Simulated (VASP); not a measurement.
Set up this calculation in VASP 6.6.1, as the native input.

- Task: relaxation of cell and atoms
- Functional: PBE
- Potentials or basis: VASP PAW PBE potentials, release 64 (Ta_pv, N)
- Cutoff: 520 eV
- k mesh: 10 × 10 × 9
- Occupations: gaussian, width 0.1 eV
- Spin: no spin polarisation
- Further INCAR settings: ALGO = Normal; EDIFF = 1e-06; IBRION = 2; EDIFFG = -0.01; NSW = 90; ISIF = 3

The structure of TaN lies in POSCAR:

```
TaN
1.0
    2.9380000000      0.0000000000      0.0000000000
   -1.4690000000      2.5443826400      0.0000000000
    0.0000000000      0.0000000000      2.8830000000
Ta N
1 1
Direct
    0.0000000000      0.0000000000      0.5000000000
    0.6666666700      0.3333333300      0.0000000000
```

The input as run:

INCAR

```
PREC = Accurate ; ENCUT = 520
EDIFF = 1E-6 ; ISMEAR = 0
SIGMA = 0.1 ; LREAL = F
LASPH = T ; NELM = 120
ALGO = Normal ; ISIF = 3
LWAVE = F ; LCHARG = F
GGA = PE ; IBRION = 2
NSW = 90 ; EDIFFG = -0.01
```

KPOINTS

```
Automatic mesh
0
Gamma
  10 10 9
```

Potentials or basis: VASP PAW PBE potentials, release 64 (Ta_pv, N).

Launch:

```console
$ cat potpaw_PBE.64/Ta_pv/POTCAR potpaw_PBE.64/N/POTCAR > POTCAR
$ mpirun -np 1 vasp_std > vasp.out
```

Results of the run:

```
Relaxed volume                         : 10.94 Å³/atom
Relaxed cell                           : a = 2.952 Å, b = 2.952 Å, c = 2.900 Å, α = 90.00°, β = 90.00°, γ = 120.00°
Space group after relaxing (to 0.05 Å) : P-6m2 (No. 187)
Energy gained by relaxing              : 2.8 meV/atom
Ionic steps                            : 3
Pressure after relaxing                : 0.0 GPa
Band gap on the k mesh                 : none (metal or under the smearing width)
```

Run time: 12 s on 1 thread of Intel(R) Xeon(R) 6975P-C (Granite Rapids), on a shared host, peak memory 0.16 GiB.
